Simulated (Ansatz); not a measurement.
The system is Bi.

```xyz
1
Lattice="-1.9814 1.9814 1.9814 1.9814 -1.9814 1.9814 1.9814 1.9814 -1.9814" Properties=species:S:1:pos:R:3 pbc="T T T"
Bi    0.0000    0.0000    0.0000
```

This isn't the form of Bi at room conditions, which is rhombohedral.

Below is the output of Ansatz 0.2.0 for this cell. Logs are shortened: lines on timing, memory, paths and dates and some standing lists are left out, and cuts for length are marked.

```text
Warning: RAYON_NUM_THREADS=1 ignored (pool sized by the plan → 1); use --threads N
LAPW: plane waves up to 6.469 Å⁻¹, error target 1.0e-3 eV per atom; small_component_spin mean_spin; Bi in spheres of 1.716 Å, 37 of its electrons in bands, Dirac shells [] (how accurate: hamiltonian.pseudopotentials.lapw.basis_error, Limitations)
Engine: ansatz 0.2.0, aarch64-unknown-linux-gnu
Pseudopotentials: kind: all_electron
Pseudopotential: Bi, LAPW, valence charge 37, lapw/all_electron/scalar/gaussian/Bi, Koelling and Harmon's equation, gaussian nucleus
Functional definition: PBEsol
  exchange = pbesol_x
  correlation = pbesol_c
Crystal: 1 atoms, lattice volume = 31.117 Å³
Basis set: ecut = 159.45431731559933 eV, 141 PW (Γ), exchange–correlation at level 2
Bands: 23, of which v1, the nominal top of the filled ones, is band 19 counted from 1 (18 counted from 0)
Symmetry: 48 space group operations
Space group: Im-3m (ITA 229), of the structure as read, at distance tolerance 3.1e-5 Å
k-points: 35 of 729
Non-local potential: Bi, projectors of the file, none
Initial density: superposition of atomic densities (chi_scale 0.1, normalization cell)
Initial wavefunctions: plane waves of lowest kinetic energy (no species holds an atomic orbital)
Functional: x = pbesol(κ = 0.804, μ = 0.12345679012345678), c = pbesol(β = 0.046)
iter 1 solved again at ethr=1.35e-5 eV; its pass at ethr=1.00e-1 eV (dr2=5.01e-3 eV) is discarded
SCF iter   1: F=—  HF=-585551.394871 eV  |F-HF|=—  |Δ(HF+E_count)|=         —  Δρ=4.99e-3  dr2=5.07e-3  ethr=1.35e-5  ⟨swp⟩=3.7  Hψ=5304  notcnv=0
preconditioner: auto → Kerker (q_TF=auto, 2.808 Å⁻¹)  [metal: Δε(μ)=0.032 eV  Ē_g=23.916 eV  σ=0.050 eV  W_gap=0.15  n_scr=12 (ndim 8)  ℏωp=25.8 eV  f_vac=0.000  D(μ)=0.55/eV (n_scr^D=0)]
SCF iter   2: F=—  HF=-585551.387001 eV  |F-HF|=—  |Δ(HF+E_count)|=   7.87e-3  Δρ=3.11e-3  dr2=2.25e-3  ethr=1.35e-5  ⟨swp⟩=2.0  Hψ=2334  notcnv=0
SCF iter   3: F=—  HF=-585551.386730 eV  |F-HF|=—  |Δ(HF+E_count)|=   2.70e-4  Δρ=1.61e-3  dr2=7.56e-4  ethr=6.09e-6  ⟨swp⟩=2.0  Hψ=2333  notcnv=0
SCF iter   4: F=—  HF=-585551.386778 eV  |F-HF|=—  |Δ(HF+E_count)|=   4.81e-5  Δρ=8.18e-4  dr2=2.43e-4  ethr=2.04e-6  ⟨swp⟩=2.0  Hψ=2333  notcnv=0
SCF iter   5: F=—  HF=-585551.386874 eV  |F-HF|=—  |Δ(HF+E_count)|=   9.53e-5  Δρ=2.77e-4  dr2=3.75e-5  ethr=6.57e-7  ⟨swp⟩=2.0  Hψ=2333  notcnv=0
SCF iter   6: F=—  HF=-585551.386879 eV  |F-HF|=—  |Δ(HF+E_count)|=   4.72e-6  Δρ=1.03e-4  dr2=4.10e-6  ethr=1.01e-7  ⟨swp⟩=2.0  Hψ=2333  notcnv=0
iter 7 solved again at ethr=6.80e-10 eV; its pass at ethr=1.11e-8 eV (dr2=2.51e-7 eV) is discarded
SCF iter   7: F=—  HF=-585551.386879 eV  |F-HF|=—  |Δ(HF+E_count)|=   2.39e-7  Δρ=2.63e-5  dr2=2.52e-7  ethr=6.80e-10  ⟨swp⟩=2.0  Hψ=3966  notcnv=0
SCF iter   8: F=-585551.386879 eV  HF=-585551.386879 eV  |F-HF|=4.42e-9  |Δ(HF+E_count)|=   6.31e-8  Δρ=5.90e-6  dr2=8.22e-9  ethr=6.80e-10  ⟨swp⟩=2.0  Hψ=2333  notcnv=0
SCF 1 converged in 8 iterations: F = -585551.386879 eV  dr2 = 8.22e-9
NSCF: frozen V_eff on 31 k-points
SCF converged after 8 iterations
Free energy (F): -585551.386879 eV
Harris-Foulkes:  -585551.386879 eV  (|F-HF|=4.42e-9)
Internal energy: -585551.382728 eV  (E = F + TS)
E sigma→0 (E₀):  -585551.384803 eV
Entropy (-TS):   -0.004151 eV (-4.151 meV/atom)
Fermi energy:    15.717968 eV
--- Per-component energies (eV) ---
  E_band       = -2610.723539
  E_kinetic    = 677787.145215
  E_xc         = -10649.613846
  E_electrostatic = -1252688.914097  (all electrons and nuclei)
  E_smearing   = -0.004151  (= −TS)
  E_closure    = 0.000000  (closes the sum)
  E_atoms      = -585547.181600  (free atoms, spherical and without spin; not in F)
  Σ components = -585551.386879   (vs F -585551.386879, Δ=0.00e0)
  Basis errors (estimates in eV, not in F): energy 2.4e-4 per atom: plane waves 2.4e-4 (1.2e-4 summed), levels above the bands 8.6e-93, relativity 1.8e-8, radial functions 4.1e-6, core shells 7.6e-10; eigenvalues (radial functions only) 2.6e-5; not estimated: angular momenta, meshes, grids; target (lapw.basis_error) 1.0e-3; muffin-tin radii Bi 1.716 Å
--- Forces (eV/Å), atoms counted from 1 ---
  atom   1  Bi    -0.00000000     0.00000000     0.00000000
  max |Σ_I F_I| component: 1.19e-31 eV/Å
--- Stress (GPa, compression-positive) ---
       -1.951728       0.000000      -0.000000
        0.000000      -1.951728       0.000000
       -0.000000       0.000000      -1.951728
  P = ⅓ Tr σ = -1.9517 GPa (-19.517 kbar)
--- Band table (eV; the first three rows and the last of 35) ---
  k-point 0: bands = ["-137.6014", "-132.7562", "-132.7562", "-132.7562", "-132.7561", "-132.7561", "-132.7561", "-132.7559", "-75.8019", "-75.8019", "-75.8019", "-7.2649", "-7.2649", "-7.2649", "-7.1350", "-7.1350", "2.1808", "20.8215", "20.8215", "20.8215", "24.8205", "26.1467", "26.1467"]
  k-point 1: bands = ["-137.6014", "-132.7562", "-132.7562", "-132.7562", "-132.7561", "-132.7561", "-132.7561", "-132.7559", "-75.8021", "-75.8020", "-75.8019", "-7.2696", "-7.2570", "-7.2405", "-7.1404", "-7.1359", "2.4057", "18.8082", "20.1800", "20.6180", "24.4883", "25.2480", "25.8935"]
  k-point 2: bands = ["-137.6014", "-132.7562", "-132.7562", "-132.7562", "-132.7561", "-132.7561", "-132.7561", "-132.7559", "-75.8026", "-75.8022", "-75.8019", "-7.2814", "-7.2411", "-7.1781", "-7.1505", "-7.1382", "3.0638", "15.6862", "18.9652", "20.0954", "23.0439", "24.2770", "26.0573"]
  k-point 34: bands = ["-137.6013", "-132.7562", "-132.7562", "-132.7562", "-132.7561", "-132.7561", "-132.7561", "-132.7559", "-75.8033", "-75.8033", "-75.8033", "-7.2713", "-7.2668", "-7.0787", "-7.0787", "-7.0771", "7.1457", "13.7207", "14.0322", "14.0322", "19.3047", "19.9200", "30.7160"]
```

**Question.** What input gives this log?

**Answer.** Band structure with PBEsol, no spin polarisation. The files as run (others can give the same):

input.yaml
```yaml
crystal:
  lattice:
    - [-1.9814305318, 1.9814305318, 1.9814305318]
    - [1.9814305318, -1.9814305318, 1.9814305318]
    - [1.9814305318, 1.9814305318, -1.9814305318]
  atoms:
    - { symbol: Bi, position: [0.0, 0.0, 0.0] }
kpoints:
  mp_grid: { grid: [9, 9, 9] }
  band_path:
    path:
      - [0.0, 0.0, 0.0]
      - [0.5, -0.5, 0.5]
      - [0.0, 0.0, 0.5]
      - [0.0, 0.0, 0.0]
      - [0.25, 0.25, 0.25]
      - [0.5, -0.5, 0.5]
    npoints: 6
scf:
  occupations: { method: fermi_dirac, width: 0.05 }
hamiltonian:
  xc: pbesol
  pseudopotentials: { kind: all_electron, lapw: { basis_error: 0.001 } }
output:
  forces: true
  stress: true
  eigenvalues: true
```

Potentials or basis: all-electron LAPW, scalar-relativistic.
Command:
```sh
$ ansatz run input.yaml --threads 1 --pin off --max-ram 3072MiB --backend cpu --events-out ev --progress --plain --runs-dir out
```

Caveat: spin-orbit coupling is left out, which moves the levels of the heavy elements.
